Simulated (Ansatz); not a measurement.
Runs of Ansatz 0.2.0 on B. It takes space group Pmmn (No. 59, orthorhombic). The conventional cell has a = 1.625 Å, b = 2.866 Å, c = 3.914 Å, α = 90.00°, β = 90.00°, γ = 90.00°. B (site symmetry mm2) has 6 B at 1.62 to 1.86 Å as nearest neighbours. The cell was built by a generator and needn't be a form met in nature.

```csv
task,level,cell,points for each segment of the path,gap on the mesh (eV),pressure (GPa),relaxed volume (Å³/atom),largest force (eV/Å)
relaxation of cell and atoms,HSE03,relaxed,-,none,0.0,13.57,-
single point,HF,as given,-,none,3.3,-,0.67
single point,PBE0,as given,-,none,-1.8,-,0.28
band structure,HSE03,as given,4,none,-1.4,-,0.30
relaxation of cell and atoms,PBEsol0,relaxed,-,none,0.0,8.85,-
single point,PBEsol0,as given,-,none,(c),-,(a)
band structure,HSE06,as given,4,none,-1.6,-,(b)
relaxation of cell and atoms,PBE0,relaxed,-,-,0.0,13.45,-
```

Alike in all rows: potentials or basis Ansatz PAW; no spin polarisation; k mesh 8 × 5 × 4; cutoff (eV) 420; smearing fermi-dirac 0.05 eV; the mesh is coarse, so values aren't converged.

Fill in the values left out.

(a) 0.25; (b) 0.31; (c) -3.2.

Caveats: all runs use coarse meshes; the PAW data sets come from PBE, with cores solved anew for the run's functional, which leaves a small shift of forces and pressure; the thresholds are loose for stress (some runs); the plane-wave basis is chosen anew once the cell has moved, so the energies of steps on either side of that aren't comparable (some runs); the volume moved by over 15 % at a fixed basis, so the end points are rough (some runs); this functional lacks dispersion, which binds the layers, so the pressure and a relaxed spacing across them are unreliable (some runs); this functional lacks dispersion, which binds the layers, so the pressure and a relaxed spacing across them are unreliable, and here the layers came unbound (some runs).

A gap of «none» marks a metal or a gap under the smearing width.
